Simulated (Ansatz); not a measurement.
# Squeezing and shearing rock-salt KCl, displaced supercell (64 atoms)

Aim: relax rock-salt KCl, displaced supercell (64 atoms), then change its volume and shape to read moduli from the stress.

Method: Kohn-Sham DFT, r2SCAN, PAW (set soft_2), plane waves, in Ansatz 0.2.0.

### Step 1. Set-up

The cell holds 64 atoms: 32 K and 32 Cl. Its edges and angles: a = 12.587 Å, b = 12.587 Å, c = 12.586 Å, α = 90.0°, β = 90.0°, γ = 88.3°. It derives from KCl (rock-salt), repeated 2×2×2. Rock-salt KCl (a = 6.293 Å), 2 x 2 x 2 conventional cells, xy shear strain +3 %; every coordinate displaced by a Gaussian of 0.07 Å.

Limits known from the start: Only the Γ point is sampled.

### Step 2. Single point at the start

The forces at the start show how far the geometry lies from a minimum of this functional.

Contents of input.yaml:

```yaml
crystal:
  lattice:
    - [12.586, 0.18879, 0.0]
    - [0.18879, 12.586, 0.0]
    - [0.0, 0.0, 12.586]
  atoms:
    - { symbol: K, position: [0.99699, 0.99795, 0.9942] }
    - { symbol: Cl, position: [0.25091, 0.00164, 0.99958] }
    - { symbol: K, position: [0.9862, 0.25287, 0.24731] }
    - { symbol: Cl, position: [0.25608, 0.24485, 0.25042] }
    - { symbol: K, position: [0.25868, 0.99451, 0.24504] }
    - { symbol: Cl, position: [0.00378, 0.00199, 0.24421] }
    - { symbol: K, position: [0.24906, 0.25164, 0.00244] }
    - { symbol: Cl, position: [0.9962, 0.25081, 0.00108] }
    - { symbol: K, position: [0.00826, 0.99976, 0.50264] }
    - { symbol: Cl, position: [0.24573, 0.00944, 0.49735] }
    - { symbol: K, position: [0.99783, 0.24889, 0.74592] }
    - { symbol: Cl, position: [0.25117, 0.25308, 0.74903] }
    - { symbol: K, position: [0.25119, 0.99528, 0.74754] }
    - { symbol: Cl, position: [0.9885, 0.00081, 0.74439] }
    - { symbol: K, position: [0.24525, 0.24332, 0.49846] }
    - { symbol: Cl, position: [0.99892, 0.25651, 0.49842] }
    - { symbol: K, position: [0.99995, 0.50611, 0.99544] }
    - { symbol: Cl, position: [0.24329, 0.50157, 0.00432] }
    - { symbol: K, position: [0.00731, 0.74881, 0.25492] }
    - { symbol: Cl, position: [0.24787, 0.75482, 0.25177] }
    - { symbol: K, position: [0.2496, 0.50264, 0.25281] }
    - { symbol: Cl, position: [0.99779, 0.50685, 0.24732] }
    - { symbol: K, position: [0.25892, 0.75, 0.00181] }
    - { symbol: Cl, position: [0.9909, 0.75323, 0.99827] }
    - { symbol: K, position: [0.00658, 0.50486, 0.49844] }
    - { symbol: Cl, position: [0.245, 0.49745, 0.50751] }
    - { symbol: K, position: [0.99978, 0.75319, 0.75198] }
    - { symbol: Cl, position: [0.25386, 0.7457, 0.75401] }
    - { symbol: K, position: [0.25061, 0.49914, 0.76022] }
    - { symbol: Cl, position: [0.00252, 0.48925, 0.7559] }
    - { symbol: K, position: [0.25575, 0.74838, 0.49262] }
    - { symbol: Cl, position: [0.98949, 0.75739, 0.50632] }
    - { symbol: K, position: [0.48805, 0.00192, 0.0079] }
    - { symbol: Cl, position: [0.75365, 0.00038, 0.9999] }
    - { symbol: K, position: [0.50312, 0.25079, 0.2516] }
    - { symbol: Cl, position: [0.75453, 0.24848, 0.25431] }
    - { symbol: K, position: [0.75185, 0.99674, 0.25463] }
    - { symbol: Cl, position: [0.50835, 0.00244, 0.23706] }
    - { symbol: K, position: [0.74841, 0.25535, 0.99377] }
    - { symbol: Cl, position: [0.50246, 0.25298, 0.9909] }
    - { symbol: K, position: [0.50143, 0.00484, 0.50277] }
    - { symbol: Cl, position: [0.74992, 0.00305, 0.5009] }
    - { symbol: K, position: [0.49686, 0.25224, 0.75854] }
    - { symbol: Cl, position: [0.75263, 0.25526, 0.74887] }
    - { symbol: K, position: [0.74932, 0.99114, 0.74783] }
    - { symbol: Cl, position: [0.50465, 0.00215, 0.74868] }
    - { symbol: K, position: [0.75078, 0.24824, 0.50145] }
    - { symbol: Cl, position: [0.4976, 0.2463, 0.48819] }
    - { symbol: K, position: [0.51006, 0.50742, 0.00055] }
    - { symbol: Cl, position: [0.75045, 0.51437, 0.99728] }
    - { symbol: K, position: [0.50036, 0.75726, 0.25377] }
    - { symbol: Cl, position: [0.75501, 0.74541, 0.2454] }
    - { symbol: K, position: [0.74168, 0.49645, 0.2523] }
    - { symbol: Cl, position: [0.50352, 0.49634, 0.24716] }
    - { symbol: K, position: [0.74177, 0.74513, 0.00202] }
    - { symbol: Cl, position: [0.49711, 0.74572, 0.00296] }
    - { symbol: K, position: [0.50941, 0.50583, 0.49728] }
    - { symbol: Cl, position: [0.75217, 0.49789, 0.49293] }
    - { symbol: K, position: [0.51248, 0.75449, 0.75098] }
    - { symbol: Cl, position: [0.75673, 0.74357, 0.74871] }
    - { symbol: K, position: [0.75187, 0.50407, 0.74741] }
    - { symbol: Cl, position: [0.49097, 0.49632, 0.75908] }
    - { symbol: K, position: [0.74653, 0.75795, 0.49933] }
    - { symbol: Cl, position: [0.49185, 0.75523, 0.5024] }
kpoints:
  mp_grid: { grid: [1, 1, 1] }
hamiltonian:
  xc: r2scan
scf:
  occupations: { method: gaussian, width: 0.025 }
output:
  forces: true
```

On the command line:

```console
$ ansatz run input.yaml --threads 4 --pin off --max-ram 8192MiB --backend cpu --events-out ev --progress --plain --runs-dir out
```

Numbers of over 12 decimals in the logs are rounded to 6 here.

The program printed:

```text
Engine: ansatz 0.2.0, aarch64-unknown-linux-gnu
Pseudopotentials: kind: paw
Pseudopotential: K, paw, valence charge 9, recommended cutoff 500 eV (meta_gga), K.paw.azcp
Pseudopotential: Cl, paw, valence charge 7, recommended cutoff 500 eV (meta_gga), Cl.paw.azcp
[... 6 lines on functional and potentials left out ...]
Crystal: 64 atoms, lattice volume = 1993.267 Å³
Basis set: ecut = 500 eV, 50643 PW (Γ), exchange–correlation on 384×384×384 points (64 copies of the dense FFT grid, shifted against one another)
Bands: 320, of which v1, the nominal top of the filled ones, is band 256 counted from 1 (255 counted from 0)
Symmetry: 1 space group operations
Space group: P1 (ITA 1), of the structure as read, at distance tolerance 1.3e-4 Å
k-points: 1
[... 7 lines on functional and potentials left out ...]
Initial density: superposition of atomic densities (neutral atoms: chi_scale 0, normalization atom), corrected by the library's trained network
Initial wavefunctions: pseudopotential atomic-orbital guess
Functional: x = r2scan, c = r2scan; τ floored in thin density (d = 2e-4 eV/Å³)
SCF iter   1: F=—  HF=-84173.377279 eV  |F-HF|=—  |Δ(HF+E_count)|=         —  Δρ=3.87e-3  dr2=1.61e-1  dr2_τ=5.14e-2  ethr=1.77e-3  ⟨swp⟩=5.0  Hψ=1121  notcnv=0  defer=54
preconditioner: auto → Resta (q_TF=auto, 2.175 Å⁻¹)  ε∞=2.4  [insulator: Δε(μ)=5.710 eV  Ē_g=15.007 eV  σ=0.025 eV  W_gap=1.00  n_scr=352 (ndim 8)  ℏωp=17.6 eV  f_vac=0.092  D(μ)=0.00/eV (n_scr^D=0)  ε∞_Penn≈2.4]
SCF iter   2: F=—  HF=-84173.978857 eV  |F-HF|=—  |Δ(HF+E_count)|=   6.02e-1  Δρ=1.87e-3  dr2=3.22e-2  dr2_τ=1.53e-3  ethr=3.15e-5  ⟨swp⟩=3.0  Hψ=600  notcnv=0  defer=60
SCF iter   3: F=—  HF=-84173.977615 eV  |F-HF|=—  |Δ(HF+E_count)|=   1.24e-3  Δρ=3.44e-4  dr2=1.37e-3  dr2_τ=2.50e-4  ethr=6.30e-6  ⟨swp⟩=2.0  Hψ=456  notcnv=0  defer=37
automatic band count: iteration 3 solves 297 bands in place of 320: the levels show a gap, and the empty bands left out lie too high to hold charge; the band table lists the bands solved (type scf.n_extra_bands for more)
SCF iter   4: F=—  HF=-84173.978330 eV  |F-HF|=—  |Δ(HF+E_count)|=   7.15e-4  Δρ=5.59e-5  dr2=5.71e-5  dr2_τ=1.36e-5  ethr=2.68e-7  ⟨swp⟩=2.0  Hψ=516  notcnv=0  defer=37
SCF iter   5: F=—  HF=-84173.978652 eV  |F-HF|=—  |Δ(HF+E_count)|=   3.23e-4  Δρ=1.04e-5  dr2=1.44e-6  dr2_τ=2.42e-7  ethr=1.12e-8  ⟨swp⟩=3.0  Hψ=450  notcnv=0  defer=37
SCF iter   6: F=—  HF=-84173.978655 eV  |F-HF|=—  |Δ(HF+E_count)|=   2.60e-6  Δρ=2.07e-6  dr2=1.09e-7  dr2_τ=1.73e-8  ethr=1.95e-11  ⟨swp⟩=4.0  Hψ=1005  notcnv=0
SCF iter   7: F=-84173.978655 eV  HF=-84173.978655 eV  |F-HF|=4.74e-9  |Δ(HF+E_count)|=   1.22e-8  Δρ=4.36e-7  dr2=5.60e-9  dr2_τ=4.70e-10  ethr=1.95e-11  ⟨swp⟩=3.0  Hψ=780  notcnv=0
SCF 1 converged in 7 iterations: F = -84173.978655 eV  dr2 = 5.60e-9
  greatest PAW one-centre occupation: 0.989 electrons in one spin orbital (limit 2), on the K atom at site 54 (counted from 0), in its partial waves of l = 0
SCF converged after 7 iterations
Free energy (F): -84173.978655 eV
Harris-Foulkes:  -84173.978655 eV  (|F-HF|=4.74e-9)
Internal energy: -84173.978655 eV  (E = F + TS)
E sigma→0 (E₀):  -84173.978655 eV
Fermi energy:    3.401835 eV
--- Per-component energies (eV) ---
  E_band       = -4564.849734
  E_kinetic    = 13306.501281
  E_local      = -26771.543253  (includes V_loc(G=0)·N_el)
  E_nonlocal   = 1305.787860
  E_hartree    = 8987.943920
  E_xc         = -7645.511007
  E_vxc        = -10315.953694  (∫ρ·V_xc dr)
  E_paw        = -46542.609259  (= ΣΔE_a)
  E_vpaw       = -655.997697  (= ΣTr[D̂ρ^β])
  E_aug_tail   = 0.001095  (compensation charges beyond the density's cutoff)
  E_vtau       = 590.464343  (kinetic-family band-sum trace: ∫τ·v_τ [+ j·A + Jᵃ·Aᵃ] dr)
  E_ewald      = -26803.906352
  E_core_change = -10.642940  (= ΣΔE_core)
  E_smearing   = -0.000000  (= −TS)
  E_closure    = 0.000000  (closes the sum)
  Σ components = -84173.978655   (vs F -84173.978655, Δ=0.00e0)
--- Forces (eV/Å), atoms counted from 1 ---
  atom   1  K      0.03526102     0.08742983     0.09576823
  atom   2  Cl    -0.13490081    -0.06861722    -0.09480631
  atom   3  K      0.45762994    -0.00888595     0.02459562
  atom   4  Cl    -0.09800519     0.08383042    -0.03850696
  atom   5  K     -0.19397838     0.28044571     0.08333033
  atom   6  Cl     0.01502332    -0.06033025     0.12791040
  atom   7  K     -0.05109769     0.03994782    -0.02757287
  atom   8  Cl     0.04871710     0.01853196    -0.07786473
  atom   9  K     -0.25615039     0.13710685    -0.19256871
  atom  10  Cl     0.24071718    -0.42093694     0.02362574
  atom  11  K      0.07450767    -0.03016729     0.08709749
  atom  12  Cl    -0.05831133    -0.20030144     0.04482273
  atom  13  K     -0.03796496     0.10222213     0.04005781
  atom  14  Cl     0.29928038    -0.01773678     0.07780402
[...]
atom  63  K      0.04067461    -0.15983880    -0.07742659
  atom  64  Cl     0.26616638    -0.00150474    -0.04267823
  max |Σ_I F_I| component: 3.70e-4 eV/Å
```

Elapsed: 34 s, on 4 threads of Arm Neoverse V2, shared host; peak memory 4.7 GiB.

In the SCF lines HF is the Harris–Foulkes energy and dr2 the Hartree energy of the density residual, in eV; the loop may stop once dr2 is under the threshold and the program's other checks hold. Hψ counts applications of the Hamiltonian.

The r.m.s. force at the start is 0.17 eV/Å.

### Step 3. Cell and atoms relaxed

Cell and atoms are freed together, to release stress as well as forces.

Contents of input.yaml:

```yaml
crystal:
  lattice:
    - [12.586, 0.18879, 0.0]
    - [0.18879, 12.586, 0.0]
    - [0.0, 0.0, 12.586]
  atoms:
    [... the 64 atom lines of step 2 ...]
kpoints:
  mp_grid: { grid: [1, 1, 1] }
hamiltonian:
  xc: r2scan
scf:
  occupations: { method: gaussian, width: 0.025 }
output:
  forces: true
relax:
  f_tol: 0.05
  max_steps: 150
  cell: {}
```

The program printed:

```text
[...]
Crystal: 64 atoms, lattice volume = 1993.267 Å³
Basis set: ecut = 500 eV, 50643 PW (Γ), exchange–correlation on 384×384×384 points (64 copies of the dense FFT grid, shifted against one another)
Bands: 320, of which v1, the nominal top of the filled ones, is band 256 counted from 1 (255 counted from 0)
Symmetry: 1 space group operations
[...]
k-points: 1
[...]
SCF iter   1: F=—  HF=-84173.377280 eV  |F-HF|=—  |Δ(HF+E_count)|=         —  Δρ=3.87e-3  dr2=1.61e-1  dr2_τ=5.14e-2  ethr=1.77e-3  ⟨swp⟩=5.0  Hψ=1121  notcnv=0  defer=54
[...]
SCF iter   7: F=-84173.978655 eV  HF=-84173.978655 eV  |F-HF|=4.74e-9  |Δ(HF+E_count)|=   1.21e-8  Δρ=4.36e-7  dr2=5.60e-9  dr2_τ=4.70e-10  ethr=1.95e-11  ⟨swp⟩=3.0  Hψ=780  notcnv=0
SCF 1 converged in 7 iterations: F = -84173.978655 eV  dr2 = 5.60e-9
[...]
relax step   1: F+E_penalty+E_count = -84173.97865508 eV  Δ(F+E_penalty+E_count) = +0.000e0 eV  max|allowed force component| = 4.731e-1 eV/Å  Δτ_max = 0.0000 Å  P = +0.275 GPa  Ω = 1993.267 Å³  (7 SCF iters, dr2 threshold 1.00e-7 eV, accepted)
[...]
relax step   2: F+E_penalty+E_count = -84174.77998159 eV  Δ(F+E_penalty+E_count) = -8.013e-1 eV  max|allowed force component| = 1.500e-1 eV/Å  Δτ_max = 0.1531 Å  P = -0.045 GPa  Ω = 2010.500 Å³  energy of the carried Pulay correction = -1.268e-3 eV  (6 SCF iters, dr2 threshold 6.40e-6 eV, accepted)
[...]
relax step   3: F+E_penalty+E_count = -84174.90445702 eV  Δ(F+E_penalty+E_count) = -1.245e-1 eV  max|allowed force component| = 6.446e-3 eV/Å  Δτ_max = 0.0691 Å  P = +0.005 GPa  Ω = 2001.582 Å³  energy of the carried Pulay correction = -6.133e-4 eV  (6 SCF iters, dr2 threshold 1.41e-6 eV, accepted)
[...]
relax step   4: F+E_penalty+E_count = -84174.90480033 eV  Δ(F+E_penalty+E_count) = -3.433e-4 eV  max|allowed force component| = 6.392e-3 eV/Å  Δτ_max = 0.0000 Å  P = +0.005 GPa  Ω = 2001.582 Å³  stress off target by 1.17e-2 GPa  SCF on the basis re-selected at this cell (its energy is not comparable with the rows above)  (4 SCF iters)
basis re-selected at this cell: Δ(F+E_penalty+E_count) = -3.433e-4 eV, ΔP = +0.000 GPa vs the last step (what re-selecting the basis moved, of the pressure what is left beyond the Pulay correction that the steps carried, after the strain that the cell walked since its last selection, [...]
SCF converged after 4 iterations
Free energy (F): -84174.904800 eV
[...]
Internal energy: -84174.904800 eV  (E = F + TS)
E sigma→0 (E₀):  -84174.904800 eV
Fermi energy:    3.317391 eV
[...]
Σ components = -84174.904800   (vs F -84174.904800, Δ=0.00e0)
--- Forces (eV/Å), atoms counted from 1 ---
  atom   1  K      0.00272567     0.00134613    -0.00033204
  atom   2  Cl    -0.00255396     0.00063918     0.00046247
  atom   3  K      0.00630880     0.00082589     0.00149669
  atom   4  Cl    -0.00490360     0.00236233     0.00100905
[...]
atom  64  Cl     0.00216978    -0.00155227     0.00060490
  max |Σ_I F_I| component: 1.22e-4 eV/Å
--- Stress (GPa, compression-positive) ---
        0.005129      -0.006684      -0.000159
       -0.006684       0.004863       0.000202
       -0.000159       0.000202       0.005102
  P = ⅓ Tr σ = 0.0050 GPa (0.050 kbar)
--- Relaxed structure (3 steps of the walk, 3 accepted, 1 SCFs on fresh bases) ---
  F+E_penalty+E_count = -84174.90480033 eV   max|allowed force component| = 6.392e-3 eV/Å   (the final SCF, on the basis selected at the relaxed cell)
  cell:  # Å, volume = 2001.5822 Å³
    - [12.602520, 0.00652215, 0.000156631]
    - [0.00652154, 12.602561, -0.000195331]
    - [0.000159596, -0.000197725, 12.602518]
  atoms:
    - { symbol: K, position: [1.000036, 1.000946, 0.999632] }
    - { symbol: Cl, position: [0.250177, 0.000876714, 0.999761] }
    - { symbol: K, position: [1.000009, 0.250918, 0.249611] }
    - { symbol: Cl, position: [0.250406, 0.250717, 0.249713] }
[...]
- { symbol: Cl, position: [0.500150, 0.751119, 0.499984] }
```

It took 2.2 min on 4 threads; peak memory 4.7 GiB; 8.8 min of CPU time.

The relaxation converged after 3 steps, with a largest force component of 0.0064 eV/Å.

(Part 1 of 3 ends here.)

[Logs are printed without paths, hosts, clocks, repeated set-up lines and the standing remarks that a program may print on its own settings, such as how far it seeks lower states.]

[Hosts, paths, dates, database ids (printed as entryN), source tags and the programs' standing remarks are cut or masked in the printed files.]
